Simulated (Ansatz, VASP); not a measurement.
**Zr4B: VASP beside Ansatz**

```
Zr B
1.0
     4.88280    0.00000    0.00000
    -2.44140    4.22863    0.00000
     0.00000    0.00000    7.74386
Zr B
4 1
Direct
  0.00000 0.00000 0.80777
  0.00000 0.00000 0.19223
  0.33333 0.66667 0.00000
  0.66667 0.33333 0.00000
  0.00000 0.00000 0.50000
```

Alike in both runs: functional PBE; k mesh 6 × 6 × 4; occupations gaussian, width 0.1 eV; no spin polarisation.

Ansatz relaxed the structure, and its values are those at the end. VASP's run is a single point on that final structure, the one shown.

|  | VASP | Ansatz |
| --- | --- | --- |
| version | VASP 6.6.1 | Ansatz 0.2.0 |
| potentials or method | VASP PAW PBE potentials, release 64 (Zr_sv, B) | scalar-relativistic, plane waves, PAW |
| plane-wave cutoff (eV) | 520 | 420 |
| valence electrons in the cell | 51 | 51 |

Ansatz gave:

* gap on the k mesh at the Fermi level (eV): none
* pressure (GPa): 0.0
* rms of the force components (eV/Å): 0.010

Problem. Estimate VASP's values.

Solution. gap on the k mesh at the Fermi level (eV): none; pressure (GPa): 0.0; rms of the force components (eV/Å): 0.011.

A gap of «none» marks a metal or a gap that the smearing closes.
